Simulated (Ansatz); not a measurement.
# Ag (I-43d)

Level of theory: Ansatz 0.2.0, DFT PBE, scalar-relativistic, plane waves, PAW.

Cutoff 420 eV; k points 8×8×8 on the computed 8-atom cell (Γ-centred); Gaussian smearing, width 0.10 eV; no spin polarisation.

The structure is relaxed at this level of theory with its symmetry kept, and needn't be the ground state of this composition.

```xyz
8
Lattice="-3.3064 3.3064 3.3064 3.3064 -3.3064 3.3064 3.3064 3.3064 -3.3064" Properties=species:S:1:pos:R:3 pbc="T T T"
Ag   -0.1527    3.1537    0.1527
Ag    0.1527   -0.1527    3.1537
Ag    4.8068   -1.5005    1.5005
Ag   -1.5005    1.5005    4.8068
Ag    3.1537    0.1527   -0.1527
Ag    1.5005    4.8068   -1.5005
Ag    1.8059    1.8059    1.8059
Ag    0.1527    0.1527    0.1527
```

| Quantity | Value |
| --- | --- |
| Space group | I-43d (No. 220) |
| Volume per atom | 122.0 bohr³ |
| Energy over the standard state (uncorrected) | +0.030 eV/atom |
| Kohn–Sham band gap | none (metal) |
| Density of states at the Fermi level | 2.2 states/eV per cell |
| Bader charge by site (e) | Ag (8 in the cell) 0.00 |

The cell was found from a structure generator's guess, not taken from experiment.
